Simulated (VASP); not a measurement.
Input and output of a VASP LDA relaxation of cell and atoms on BeTe (rocksalt)

INCAR

```
LREAL = .FALSE.
PREC = Accurate
NSW = 40
LWAVE = .FALSE.
GGA = CA
NBANDS = 11
ISMEAR = -1
IBRION = 2
EDIFFG = -5E-3
ISIF = 3
LCHARG = .FALSE.
SIGMA = 0.02
NELM = 120
LASPH = .TRUE.
EDIFF = 1E-7
ENCUT = 600
```

KPOINTS

```
KPOINTS created by Atomic Simulation Environment
0
Gamma
8 8 8
0 0 0
```

POSCAR

```
Be Te
 1.0000000000000000
     0.0000000000000000    2.6787789319150610    2.6787789319150610
     2.6787789319150610    0.0000000000000000    2.6787789319150610
     2.6787789319150610    2.6787789319150610    0.0000000000000000
 Be  Te
   1   1
Cartesian
  0.0000000000000000  0.0000000000000000 -0.0000000000000000
  2.6787789319150610  2.6787789319150610  2.6787789319150610
```

VASP ran with the recommended LDA PAW datasets (8 valence electrons in the cell).

OSZICAR

```
N       E                     dE             d eps       ncg     rms          rms(c)
DAV:   1     0.197205638618E+02    0.19721E+02   -0.37077E+03   638   0.675E+02
DAV:   2    -0.656451793645E+01   -0.26285E+02   -0.24869E+02   825   0.970E+01
DAV:   3    -0.778578857163E+01   -0.12213E+01   -0.12079E+01   796   0.209E+01
DAV:   4    -0.779696279888E+01   -0.11174E-01   -0.11171E-01   753   0.226E+00
DAV:   5    -0.779709928789E+01   -0.13649E-03   -0.13649E-03   767   0.266E-01    0.537E+00
DAV:   6    -0.779049650310E+01    0.66028E-02   -0.18624E-03   744   0.227E-01    0.325E+00
DAV:   7    -0.778722463662E+01    0.32719E-02   -0.33970E-03   740   0.345E-01    0.118E-01
DAV:   8    -0.778723399336E+01   -0.93567E-05   -0.16492E-04   733   0.768E-02    0.522E-02
DAV:   9    -0.778723632438E+01   -0.23310E-05   -0.52079E-06   772   0.153E-02    0.586E-03
DAV:  10    -0.778723608004E+01    0.24435E-06   -0.14609E-06   731   0.412E-03    0.180E-03
DAV:  11    -0.778723610713E+01   -0.27092E-07   -0.51608E-08   412   0.148E-03
   1 F= -.77872361E+01 E0= -.77868407E+01  d E =-.778724E+01
       N       E                     dE             d eps       ncg     rms          rms(c)
DAV:   1    -0.788473186419E+01   -0.97496E-01   -0.14661E+00   671   0.484E+00    0.145E+00
DAV:   2    -0.782287341708E+01    0.61858E-01   -0.13105E-01   641   0.163E+00    0.704E-01
DAV:   3    -0.780950248685E+01    0.13371E-01   -0.50478E-02   683   0.879E-01    0.324E-01
DAV:   4    -0.780888564099E+01    0.61685E-03   -0.13566E-03   704   0.232E-01    0.311E-01
DAV:   5    -0.780845757997E+01    0.42806E-03   -0.50755E-04   674   0.101E-01    0.551E-02
DAV:   6    -0.780845559016E+01    0.19898E-05   -0.16108E-05   728   0.245E-02    0.303E-02
DAV:   7    -0.780845526198E+01    0.32818E-06   -0.13458E-06   697   0.558E-03    0.660E-03
DAV:   8    -0.780845525390E+01    0.80749E-08   -0.67686E-08   445   0.131E-03
   2 F= -.78084553E+01 E0= -.78080591E+01  d E =-.212191E-01
       N       E                     dE             d eps       ncg     rms          rms(c)
DAV:   1    -0.781148701273E+01   -0.30318E-02   -0.39487E-02   674   0.786E-01    0.240E-01
DAV:   2    -0.780979542485E+01    0.16916E-02   -0.36444E-03   644   0.274E-01    0.117E-01
DAV:   3    -0.780943129664E+01    0.36413E-03   -0.13652E-03   677   0.145E-01    0.580E-02
DAV:   4    -0.780941447302E+01    0.16824E-04   -0.35197E-05   710   0.376E-02    0.585E-02
DAV:   5    -0.780940204709E+01    0.12426E-04   -0.12469E-05   668   0.158E-02    0.117E-02
DAV:   6    -0.780940195954E+01    0.87554E-07   -0.51795E-07   720   0.413E-03
   3 F= -.78094020E+01 E0= -.78090061E+01  d E =-.221659E-01
```

From OUTCAR

```
k-points           NKPTS =     29   k-points in BZ     NKDIM =     29   number of bands    NBANDS=     11

   NELECT =       8.0000    total number of electrons

   dimension x,y,z NGX =    30 NGY =   30 NGZ =   30
   dimension x,y,z NGXF=    60 NGYF=   60 NGZF=   60

  energy-cutoff  :      600.00
  volume of cell :       36.51
      direct lattice vectors                 reciprocal lattice vectors
     0.000000000  2.633156806  2.633156806    -0.189886147  0.189886147  0.189886147
     2.633156806 -0.000000000  2.633156806     0.189886147 -0.189886147  0.189886147
     2.633156806  2.633156806  0.000000000     0.189886147  0.189886147 -0.189886147

 k-points in reciprocal lattice and weights: KPOINTS created by Atomic Simulation Env
   0.00000000  0.00000000  0.00000000       0.002
   0.12500000  0.00000000  0.00000000       0.016
   0.25000000  0.00000000  0.00000000       0.016
   0.37500000  0.00000000  0.00000000       0.016
   0.50000000  0.00000000  0.00000000       0.008
   0.12500000  0.12500000  0.00000000       0.012
   0.25000000  0.12500000  0.00000000       0.047
   0.37500000  0.12500000  0.00000000       0.047
   ...

 E-fermi :   7.9319

 k-point     1 :       0.0000    0.0000    0.0000
  band No.  band energies     occupation
      1      -5.9829      2.00000
      2       7.5124      2.00000
      3       7.5124      2.00000
      4       7.5124      2.00000
      5      11.3673      0.00000
      6      14.1851      0.00000
      7      14.1851      0.00000
      8      14.1851      0.00000
      9      14.6559      0.00000
     10      14.6559      0.00000
     11      14.6559      0.00000

 k-point     2 :       0.1250    0.0000    0.0000
  band No.  band energies     occupation
      1      -5.7783      2.00000
      2       6.0569      2.00000
      3       7.4723      2.00000
      4       7.4723      2.00000
      5      11.8424      0.00000
      6      13.1571      0.00000
      7      13.1571      0.00000
      8      14.1370      0.00000
      9      14.5413      0.00000
     10      15.1385      0.00000
     11      15.1385      0.00000

 k-point     3 :       0.2500    0.0000    0.0000
  band No.  band energies     occupation
      1      -5.1954      2.00000
      2       3.6603      2.00000
      3       7.4269      2.00000
      4       7.4269      2.00000
      5      11.4845      0.00000
      6      11.6256      0.00000
      7      11.6256      0.00000
      8      13.8869      0.00000
      9      16.0254      0.00000
     10      16.4824      0.00000
     11      16.4824      0.00000

 k-point     4 :       0.3750    0.0000    0.0000
  band No.  band energies     occupation
      1      -4.3884      2.00000
      2       1.6087      2.00000
      3       7.4691      2.00000
      4       7.4691      2.00000
      5      10.4780      0.00000
      6      10.4780      0.00000
      7      11.0023      0.00000
      8      13.6432      0.00000
      9      18.1523      0.00000
     10      18.5028      0.00000
     11      18.5028      0.00000

 k-point     5 :       0.5000    0.0000    0.0000
  band No.  band energies     occupation
      1      -3.9095      2.00000
      2       0.6977      2.00000
      3       7.5249      2.00000
      4       7.5249      2.00000
      5      10.0338      0.00000
      6      10.0338      0.00000
      7      10.8249      0.00000
      8      13.5514      0.00000
      9      19.9081      0.00000
     10      20.7528      0.00000
     11      20.7528      0.00000

 k-point     6 :       0.1250    0.1250    0.0000
  band No.  band energies     occupation
      1      -5.7091      2.00000
      2       6.5789      2.00000
      3       6.8675      2.00000
      4       6.8675      2.00000
      5      11.5680      0.00000
      6      12.7596      0.00000
      7      13.3444      0.00000
      8      14.4548      0.00000
      9      14.4548      0.00000
     10      15.9013      0.00000
     11      15.9013      0.00000

 k-point     7 :       0.2500    0.1250    0.0000
  band No.  band energies     occupation
      1      -5.2479      2.00000
      2       4.5094      2.00000
      3       6.4534      2.00000
      4       7.0072      2.00000
      5      10.2155      0.00000
      6      12.8563      0.00000
      7      13.5674      0.00000
      8      13.6912      0.00000
      9      14.7317      0.00000
     10      17.2584      0.00000
     11      17.3407      0.00000

 k-point     8 :       0.3750    0.1250    0.0000
  band No.  band energies     occupation
      1      -4.4932      2.00000
      2       2.3507      2.00000
      3       6.3722      2.00000
      4       6.6488      2.00000
      5       9.5568      0.00000
      6      12.3614      0.00000
      7      12.5685      0.00000
      8      14.2844      0.00000
      9      15.3394      0.00000
     10      19.1763      0.00000
     11      19.3224      0.00000

 k-point     9 :       0.5000    0.1250    0.0000
  band No.  band energies     occupation
      1      -3.8224      2.00000
      2       0.9962      2.00000
      3       6.0401      2.00000
      4       6.6746      2.00000
      5       9.5900      0.00000
      6      11.2702      0.00000
      7      12.4194      0.00000
      8      14.4423      0.00000
      9      17.3112      0.00000
     10      20.0737      0.00000
     11      20.7053      0.00000

 k-point    10 :      -0.3750    0.1250    0.0000
  band No.  band energies     occupation
      1      -3.9944      2.00000
      2       1.3113      2.00000
      3       5.6237      2.00000
      4       7.3138      2.00000
      5      10.0820      0.00000
      6      10.5641      0.00000
      7      12.5575      0.00000
      8      14.6184      0.00000
      9      17.7372      0.00000
     10      18.2255      0.00000
     11      19.8874      0.00000

 k-point    11 :      -0.2500    0.1250    0.0000
  band No.  band energies     occupation
      1      -4.7695      2.00000
      2       3.0160      2.00000
      3       5.5892      2.00000
      4       7.9753      0.20537
      5      10.4657      0.00000
      6      10.9085      0.00000
      7      12.9773      0.00000
      8      14.8803      0.00000
      9      15.5449      0.00000
     10      16.2994      0.00000
     11      19.6618      0.00000

 k-point    12 :      -0.1250    0.1250    0.0000
  band No.  band energies     occupation
      1      -5.4454      2.00000
      2       5.0101      2.00000
      3       6.1727      2.00000
      4       7.9932      0.08929
      5      11.4404      0.00000
      6      11.8308      0.00000
      7      13.3373      0.00000
      8      14.1501      0.00000
      9      14.7903      0.00000
     10      15.2347      0.00000
     11      17.3148      0.00000

 k-point    13 :       0.2500    0.2500    0.0000
  band No.  band energies     occupation
      1      -4.9157      2.00000
      2       4.7250      2.00000
      3       5.7331      2.00000
      4       5.7331      2.00000
      5       8.8467      0.00000
      6      11.8975      0.00000
      7      15.2628      0.00000
      8      15.2628      0.00000
      9      15.2979      0.00000
     10      18.7487      0.00000
     11      18.7487      0.00000

 k-point    14 :       0.3750    0.2500    0.0000
  band No.  band energies     occupation
      1      -4.2663      2.00000
      2       3.1118      2.00000
      3       5.1341      2.00000
      4       5.4204      2.00000
      5       8.4032      0.00000
      6      12.1262      0.00000
      7      14.6969      0.00000
      8      15.1516      0.00000
      9      16.4491      0.00000
     10      20.4731      0.00000
     11      20.5584      0.00000

 k-point    15 :       0.5000    0.2500    0.0000
  band No.  band energies     occupation
      1      -3.5624      2.00000
      2       1.7353      2.00000
      3       4.1602      2.00000
      4       5.5647      2.00000
      5       8.6682      0.00000
      6      13.4753      0.00000
      7      13.7764      0.00000
      8      14.8555      0.00000
      9      16.8307      0.00000
     10      20.1399      0.00000
     11      20.9894      0.00000

 k-point    16 :      -0.3750    0.2500    0.0000
  band No.  band energies     occupation
      1      -3.4505      2.00000
      2       1.5775      2.00000
      3       3.5193      2.00000
      4       6.1666      2.00000
      5       9.1779      0.00000
      6      12.2807      0.00000
      7      14.6577      0.00000
      8      16.1885      0.00000
      9      17.0738      0.00000
     10      17.7727      0.00000
     11      18.6164      0.00000

 ...

  Total        0.0006609      0.0006609      0.0006609      0.0000000      0.0000000      0.0000000
  in kB        0.0290011      0.0290011      0.0290011      0.0000000      0.0000000      0.0000000
  external PRESSURE =       0.0290011 kB  Pullay stress =       0.0000000 kB

 POSITION                                       TOTAL-FORCE (eV/Angst)
 -----------------------------------------------------------------------------------
      0.00000      0.00000      0.00000        -0.000000      0.000000      0.000000
      2.63316      2.63316      2.63316         0.000000     -0.000000     -0.000000
 -----------------------------------------------------------------------------------
    total drift:                               -0.000000     -0.000000      0.000000

  FREE ENERGIE OF THE ION-ELECTRON SYSTEM (eV)
  ---------------------------------------------------
  free  energy   TOTEN  =        -7.8094019595 eV

  energy  without entropy=       -7.8086102191  energy(sigma->0) =       -7.80900609
```

CONTCAR

```
Be Te
   1.00000000000000
     0.0000000000000000    2.6331568062481048    2.6331568062481048
     2.6331568062481048   -0.0000000000000000    2.6331568062481048
     2.6331568062481048    2.6331568062481048    0.0000000000000000
  Be              Te
     1     1
Direct
     0.0000000000000000    0.0000000000000000    0.0000000000000000
     0.5000000000000000    0.5000000000000000    0.5000000000000000

  0.00000000E+00  0.00000000E+00  0.00000000E+00
  0.00000000E+00  0.00000000E+00  0.00000000E+00
```

| Property | Result |
| --- | --- |
| relaxed cell vector lengths | 3.724, 3.724, 3.724 Å |
| relaxed cell volume | 36.51 Å³ |
